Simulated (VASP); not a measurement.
# Si (P6_3/mmc) in VASP: a series of runs

The runs below take Si through single point, with LDA.

Everything below comes from runs of VASP 6.6.1. Logs are shortened: lines on timing, memory, paths and dates and some standing lists are left out, and cuts for length are marked.

## (1) The structure

It takes space group P6_3/mmc (No. 194, hexagonal). Conventional cell: a = 2.814 Å, b = 2.814 Å, c = 4.044 Å, α = 90.00°, β = 90.00°, γ = 120.00°. Si (site symmetry -6m2) has 12 Si at 2.59 to 2.81 Å as nearest neighbours.

This isn't the form of Si at room conditions, which is diamond.

## (2) Single point, LDA

Contents of INCAR:

```
SYSTEM = Si
PREC = Accurate
ENCUT = 520
EDIFF = 1E-6
ISMEAR = 0
SIGMA = 0.15
LREAL = .FALSE.
LASPH = .TRUE.
NELM = 100
ALGO = Fast
ISIF = 2
LWAVE = .FALSE.
LCHARG = .FALSE.
NBANDS = 11
```

Contents of KPOINTS:

```
Automatic mesh
0
G
  24 24 12
  0 0 0
```

Contents of POSCAR:

```
Si
1.0
    2.8139627243      0.0000000000      0.0000000000
   -1.4069813622      2.4369632046      0.0000000000
    0.0000000000      0.0000000000      4.0435525326
Si
2
Direct
    0.3333333333      0.6666666667      0.2500000000
    0.6666666667      0.3333333333      0.7500000000
```

Potentials or basis: VASP PAW LDA potentials, release 64 (Si).

Launch:

```bash
$ cat potpaw_LDA.64/Si/POTCAR > POTCAR
$ mpirun -np 1 vasp_std > vasp.out
```

OUTCAR:

```text
SYSTEM = Si
   PREC = Accurate
   ENCUT = 520
   EDIFF = 1E-6
   ISMEAR = 0
   LREAL = .FALSE.
   LASPH = .TRUE.
   NELM = 100
   ISIF = 2

 ion  position               nearest neighbor table
   1  0.333  0.667  0.250-   2 2.59   2 2.59   2 2.59   2 2.59   2 2.59   2 2.59
   2  0.667  0.333  0.750-   1 2.59   1 2.59   1 2.59   1 2.59   1 2.59   1 2.59

  LATTYP: Found a hexagonal cell.
 ALAT       =     2.8139627243
 C/A-ratio  =     1.4369602332

  Lattice vectors:

 A1 = (   2.8139627243,   0.0000000000,   0.0000000000)
 A2 = (  -1.4069813622,   2.4369632046,   0.0000000000)
 A3 = (   0.0000000000,   0.0000000000,   4.0435525326)

Analysis of symmetry for initial positions (statically):
=====================================================================
 Subroutine PRICEL returns:
 Original cell was already a primitive cell.

 Routine SETGRP: Setting up the symmetry group for a
 hexagonal supercell.

 Subroutine GETGRP returns: Found 24 space group operations
 (whereof 12 operations were pure point group operations)
 out of a pool of 24 trial point group operations.

The static configuration has the point symmetry D_3d.
 The point group associated with its full space group is D_6h.

Analysis of symmetry for dynamics (positions and initial velocities):
=====================================================================
 Subroutine PRICEL returns:
 Original cell was already a primitive cell.

 Routine SETGRP: Setting up the symmetry group for a
 hexagonal supercell.

 Subroutine GETGRP returns: Found 24 space group operations
 (whereof 12 operations were pure point group operations)
 out of a pool of 24 trial point group operations.

The dynamic configuration has the point symmetry D_3d.
 The point group associated with its full space group is D_6h.

 Subroutine INISYM returns: Found 24 space group operations
 (whereof 12 operations are pure point group operations),
 and found     1 'primitive' translations

----------------------------------------------------------------------------------------

                                     Primitive cell

  volume of cell :      27.7288

  direct lattice vectors                    reciprocal lattice vectors
     2.813962724  0.000000000  0.000000000     0.355370734  0.205173389  0.000000000
    -1.406981362  2.436963205  0.000000000     0.000000000  0.410346778  0.000000000
     0.000000000  0.000000000  4.043552533     0.000000000  0.000000000  0.247307285

  length of vectors
     2.813962724  2.813962724  4.043552533     0.410346778  0.410346778  0.247307285

  position of ions in fractional coordinates (direct lattice)
     0.333333333  0.666666667  0.250000000
     0.666666667  0.333333333  0.750000000

  ion indices of the primitive-cell ions
   primitive index   ion index
                 1           1
                 2           2

----------------------------------------------------------------------------------------

 KPOINTS: Automatic mesh

Automatic generation of k-mesh.
 Grid dimensions read from file:
 generate k-points for:   24   24   12

 Generating k-lattice:

  Cartesian coordinates                     Fractional coordinates (reciprocal lattice)
     0.014807114  0.008548891  0.000000000     0.041666667 -0.000000000  0.000000000
     0.000000000  0.017097782  0.000000000     0.000000000  0.041666667  0.000000000
     0.000000000  0.000000000  0.020608940     0.000000000  0.000000000  0.083333333

  Length of vectors
     0.017097782  0.017097782  0.020608940

  Shift w.r.t. Gamma in fractional coordinates (k-lattice)
     0.000000000  0.000000000  0.000000000

 Subroutine IBZKPT returns following result:
 ===========================================

 Found    427 irreducible k-points:

 Following reciprocal coordinates:
            Coordinates               Weight
  0.000000  0.000000  0.000000      1.000000
  0.041667  0.000000  0.000000      6.000000
  0.083333  0.000000  0.000000      6.000000
  0.125000  0.000000  0.000000      6.000000
  0.166667  0.000000  0.000000      6.000000
  0.208333 -0.000000  0.000000      6.000000
[... 16 lines left out ...]
  0.416667  0.041667  0.000000     12.000000
  0.458333  0.041667  0.000000     12.000000
 [... further k-points ...]
   k-points           NKPTS =    427   k-points in BZ     NKDIM =    427   number of bands    NBANDS=     11
   number of dos      NEDOS =    301   number of ions     NIONS =      2
   total plane-waves  NPLWV =  17280
   dimension x,y,z NGX =    24 NGY =   24 NGZ =   30
   dimension x,y,z NGXF=    48 NGYF=   48 NGZF=   60
   ions per type =               2
   NGX,Y,Z   is equivalent  to a cutoff of  14.18, 14.18, 12.33 a.u.
   NGXF,Y,Z  is equivalent  to a cutoff of  28.36, 28.36, 24.67 a.u.
 SYSTEM =  Si
   PREC   = accura    normal or accurate (medium, high low for compatibility)
   ISTART =      0    job   : 0-new  1-cont  2-samecut
   ICHARG =      2    charge: 1-file 2-atom 10-const
   ISPIN  =      1    spin polarized calculation?
   LNONCOLLINEAR =      F non collinear calculations
   LSORBIT =      F    spin-orbit coupling
   LASPH  =      T    aspherical Exc in radial PAW
   ENCUT  =  520.0 eV  38.22 Ry    6.18 a.u.   5.23  5.23  7.52*2*pi/ulx,y,z
   NELM   =    100;   NELMIN=  2; NELMDL= -5     # of ELM steps
   EDIFF  = 0.1E-05   stopping-criterion for ELM
   LREAL  =      F    real-space projection
   EDIFFG = 0.1E-04   stopping-criterion for IOM
   NSW    =      0    number of steps for IOM
   IBRION =     -1    ionic relax: 0-MD 1-quasi-New 2-CG
   NFREE  =      0    steps in history (QN), initial steepest desc. (CG)
   ISIF   =      2    stress and relaxation
   ISYM   =      2    0-nonsym 1-usesym 2-fastsym
   POTIM  = 0.5000    time-step for ionic-motion
   TEBEG  =    0.0;   TEEND  =   0.0 temperature during run
   PSTRESS=    0.0 pullay stress
   NELECT =       8.0000    total number of electrons
   NUPDOWN=      -1.0000    fix difference up-down
   EMIN   =  10.00;   EMAX   =-10.00  energy-range for DOS
   EFERMI =   0.00;   METHOD = LEGACY
   ISMEAR =     0;   SIGMA  =   0.15  broadening in eV -4-tet -1-fermi 0-gaus
   EFERMI_NEDOS =   21; number of points for ismear=-14 and -15
   IALGO  =     68    algorithm
   IMIX   =      4    mixing-type and parameters
     AMIX     =   0.40;   BMIX     =  1.00
     AMIX_MAG =   1.60;   BMIX_MAG =  1.00
  volume/ion in A,a.u.               =      13.86        93.56
  Fermi-wavevector in a.u.,A,eV,Ry     =   1.081753  2.044216 15.921389  1.170189
  Thomas-Fermi vector in A             =   2.217777
   LORBIT       =      0    0 simple, 1 ext, 2 COOP (PROOUT), +10 PAW based schemes
   GGA     = CA    functional components
   LHFCALC =     F    Hartree Fock is set to
   AEXX    =    0.0000 exact exchange contribution
   IVDW    =     0    specifies the selected vdW correction
   LEPSILON=     F    determine dielectric tensor
   LRPA    =     F    only Hartree local field effects (RPA)
 non-spin polarized calculation
 RMM-DIIS sequential band-by-band and
 Gauss-broadening in eV      SIGMA  =   0.15
  energy-cutoff  :      520.00
  volume of cell :       27.73
 maximum number of plane-waves:       760
 NGX is ok and might be reduce to    24

 number of electron       8.0000000 magnetization

 Free energy of the ion-electron system (eV)
  ---------------------------------------------------
  ext. energy  EPLUGINS =         0.00000000
  ---------------------------------------------------
  free energy    TOTEN  =       -11.02381422 eV

  energy without entropy =      -11.01533507  energy(sigma->0) =      -11.01957464

 E-fermi :  10.6679     XC(G=0): -11.4292

 val. band max:       10.6653912609   @ k =   0.2917   0.1250   0.2500
 cond. band min:      10.6687454922   @ k =   0.3333   0.2917   0.0833
 fundamental gap:      0.0033542313
 Fermi energy:        10.6678570253

 k-point     1 :       0.0000    0.0000    0.0000
  band No.  band energies     occupation
      1      -4.1170      2.00000
      2       4.2631      2.00000
      3       4.9053      2.00000
      4      16.8507      0.00000
      5      16.8507      0.00000
      6      18.7795      0.00000
      7      18.7795      0.00000
      8      21.4077      0.00000
      9      23.0095      0.00000
     10      24.4052      0.00000
     11      24.4270      0.00000

 k-point     2 :       0.0417    0.0000    0.0000
  band No.  band energies     occupation
      1      -4.0749      2.00000
      2       4.3022      2.00000
      3       4.9470      2.00000
      4      16.2359      0.00000
      5      16.5489      0.00000
      6      18.7314      0.00000
      7      19.1311      0.00000
      8      21.7466      0.00000
      9      23.2354      0.00000
     10      23.4897      0.00000
     11      24.0881      0.00000

 k-point     3 :       0.0833    0.0000    0.0000
  band No.  band energies     occupation
      1      -3.9484      2.00000
      2       4.4195      2.00000
      3       5.0719      2.00000
      4      14.9640      0.00000
      5      15.9558      0.00000
      6      18.3887      0.00000
      7      19.8535      0.00000
      8      22.2588      0.00000
      9      22.2666      0.00000
     10      22.9872      0.00000
     11      23.6077      0.00000
[... 267 lines left out ...]
 k-point    23 :       0.4167    0.0417    0.0000
  band No.  band energies     occupation
      1       0.4642      2.00000
      2       3.5669      2.00000
      3       8.4336      2.00000
      4       9.4351      2.00000
      5      11.7635      0.00000
      6      11.8818      0.00000
      7      12.2673      0.00000
      8      15.6301      0.00000
      9      19.4556      0.00000
     10      20.2396      0.00000
     11      23.8987      0.00000

 k-point    24 :       0.4583    0.0417    0.0000
  band No.  band energies     occupation
      1       1.2531      2.00000
      2       2.6250      2.00000
      3       9.0154      2.00000
      4      10.3044      1.99939
      5      11.0342      0.00055
      6      11.2534      0.00000
      7      11.8141      0.00000
      8      15.5519      0.00000
      9      19.3917      0.00000
     10      20.1591      0.00000
     11      23.8245      0.00000

 [... further k-points ...]

------------------------ aborting loop because EDIFF is reached ----------------------------------------

  FORCE on cell =-STRESS in cart. coord.  units (eV):
  Direction    XX          YY          ZZ          XY          YZ          ZX
  --------------------------------------------------------------------------------------
  -------------------------------------------------------------------------------------
  Total       -0.0661612     -0.0661612      0.9578392      0.0000000      0.0000000      0.0000000
  in kB       -3.8228167     -3.8228167     55.3442851      0.0000000      0.0000000      0.0000000
  external PRESSURE =      15.8995505 kB  Pullay stress =       0.0000000 kB

 VOLUME and BASIS-vectors are now :
 -----------------------------------------------------------------------------
  energy-cutoff  :      520.00
  volume of cell :       27.73
      direct lattice vectors                 reciprocal lattice vectors
     2.813962724  0.000000000  0.000000000     0.355370734  0.205173389  0.000000000
    -1.406981362  2.436963205  0.000000000     0.000000000  0.410346778  0.000000000
     0.000000000  0.000000000  4.043552533     0.000000000  0.000000000  0.247307285

 POSITION                                       TOTAL-FORCE (eV/Angst)
 -----------------------------------------------------------------------------------
     -0.00000      1.62464      1.01089        -0.000000      0.000000      0.000000
      1.40698      0.81232      3.03266         0.000000     -0.000000      0.000000
 -----------------------------------------------------------------------------------
    total drift:                               -0.000000      0.000000     -0.000000

  FREE ENERGIE OF THE ION-ELECTRON SYSTEM (eV)
  ---------------------------------------------------
  free  energy   TOTEN  =       -11.0238142207 eV

  energy  without entropy=      -11.0153350677  energy(sigma->0) =      -11.01957464
```

Wall time 48 s (1 thread of Intel Xeon Platinum 8488C (Sapphire Rapids), shared host); peak memory 0.2 GiB.

What came out:

| Item | Value |
| --- | --- |
| Free energy | -11.0238 eV |
| Pressure | 1.6 GPa |
| Band gap on the k mesh | none (metal or under the smearing width) |

Levels at points of the mesh, in eV from the Fermi level:
```tsv
k point	band 1	band 2	band 3	band 4	band 5	band 6	band 7	band 8
(0.00, 0.00, 0.00)	-14.78	-6.40	-5.76	6.18	6.18	8.11	8.11	10.74
(0.50, 0.00, 0.00)	-9.25	-8.29	-1.58	0.01	0.14	0.22	1.74	4.21
(0.00, 0.00, 0.50)	-12.58	-12.58	4.17	4.17	7.94	7.94	7.94	7.94
(0.50, 0.00, 0.50)	-7.10	-7.10	-6.16	-6.16	3.69	3.69	6.01	6.01
```

## (3) Single point, LDA

This run uses another cell than the first one, of the same volume but with other edges.

Contents of INCAR:

```
SYSTEM = Si
ALGO     = Fast           ! electronic algorithm
EDIFF    = 1E-6           ! SCF threshold, eV
ENCUT    = 520            ! plane-wave cutoff, eV
GGA      = CA             ! functional
ISIF     = 2              ! what is computed and relaxed
ISMEAR   = 0              ! smearing method
LASPH    = .True.         ! aspherical terms in the spheres
LCHARG   = .False.        ! write CHGCAR
LREAL    = .False.        ! projectors in reciprocal space
LWAVE    = .False.        ! write WAVECAR
NBANDS   = 11             ! bands
NELM     = 100            ! most SCF steps
PREC     = Accurate       ! precision mode
SIGMA    = 0.15           ! smearing width, eV
```

Contents of KPOINTS:

```
k-points
0
Gamma
  24 24 12
  0 0 0
```

Contents of POSCAR:

```
Si
1.0
    2.5084044741      0.0000000000      0.0000000000
   -1.2542022371      2.1723419976      0.0000000000
    0.0000000000      0.0000000000      5.0886740867
Si
2
Direct
    0.3333333333      0.6666666667      0.2500000000
    0.6666666667      0.3333333333      0.7500000000
```

Potentials or basis: VASP PAW LDA potentials, release 64 (Si).

Launch:

```bash
$ cat potpaw_LDA.64/Si/POTCAR > POTCAR
$ mpirun -np 1 vasp_std > vasp.out
```

Wall time 62 s (1 thread of Intel Xeon Platinum 8488C (Sapphire Rapids), shared host); peak memory 0.21 GiB.

The run converged. Its results:

| Item | Value |
| --- | --- |
| Free energy | -10.9512 eV |
| Pressure | 3.6 GPa |
| Band gap on the k mesh | none (metal or under the smearing width) |

Stress tensor (GPa, compression positive):
```
 8.58  0.00  0.00
 0.00  8.58  0.00
 0.00  0.00 -6.44
```

Levels at points of the mesh, in eV from the Fermi level:
| k point | band 1 | band 2 | band 3 | band 4 | band 5 | band 6 | band 7 | band 8 |
| --- | --- | --- | --- | --- | --- | --- | --- | --- |
| (0.00, 0.00, 0.00) | -14.86 | -10.63 | -7.82 | 5.56 | 7.21 | 12.34 | 12.34 | 12.85 |
| (0.50, 0.00, 0.00) | -7.39 | -7.32 | -3.59 | -2.85 | -1.06 | 0.19 | 6.14 | 7.92 |
| (0.00, 0.00, 0.50) | -13.53 | -13.53 | -2.38 | -2.38 | 13.32 | 13.32 | 13.32 | 13.32 |
| (0.50, 0.00, 0.50) | -6.37 | -6.37 | -5.71 | -5.71 | 3.94 | 3.94 | 5.55 | 5.55 |

## (4) Single point, LDA

This run uses another cell than the first one, of the same volume but with other edges.

Contents of INCAR:

```
ALGO = Fast
EDIFF = 1E-7
ENCUT = 520
GGA = CA
ISIF = 2
ISMEAR = 0
LASPH = T
LCHARG = F
LREAL = F
LWAVE = F
NBANDS = 11
NELM = 100
PREC = Accurate
SIGMA = 0.15
```

Contents of KPOINTS:

```
k-points
0
Gamma
  24 24 12
```

Contents of POSCAR:

```
Si
1.0
    2.7020968078      0.0000000000      0.0000000000
   -1.3510484039      2.3400844791      0.0000000000
    0.0000000000      0.0000000000      4.3852863915
Si
2
Direct
    0.3333333333      0.6666666667      0.2500000000
    0.6666666667      0.3333333333      0.7500000000
```

Launch:

```bash
$ cat potpaw_LDA.64/Si/POTCAR > POTCAR
$ mpirun -np 1 vasp_std > vasp.out
```

Run time: 54 s. Hardware: 1 thread of Intel Xeon Platinum 8488C (Sapphire Rapids), shared host; peak memory 0.2 GiB.

The run converged. Its results:

```yaml
Free_energy: -11.0775 eV
Pressure: -0.3 GPa
Band_gap_on_the_k_mesh: none (metal or under the smearing width)
```

Stress tensor (GPa, compression positive):
```
-1.04  0.00  0.00
 0.00 -1.04  0.00
 0.00  0.00  1.11
```

Levels at points of the mesh, in eV from the Fermi level:
```csv
k point,band 1,band 2,band 3,band 4,band 5,band 6,band 7,band 8,band 9
"(0.00, 0.00, 0.00)",-14.80,-7.63,-7.15,8.23,8.23,9.70,9.70,11.75,11.80
"(0.50, 0.00, 0.00)",-8.61,-7.93,-1.68,-1.46,-1.10,-0.04,3.20,5.48,8.83
"(0.00, 0.00, 0.50)",-12.92,-12.92,1.46,1.46,9.67,9.67,9.67,9.67,11.64
"(0.50, 0.00, 0.50)",-6.79,-6.79,-6.12,-6.12,4.83,4.83,6.15,6.15,7.18
```
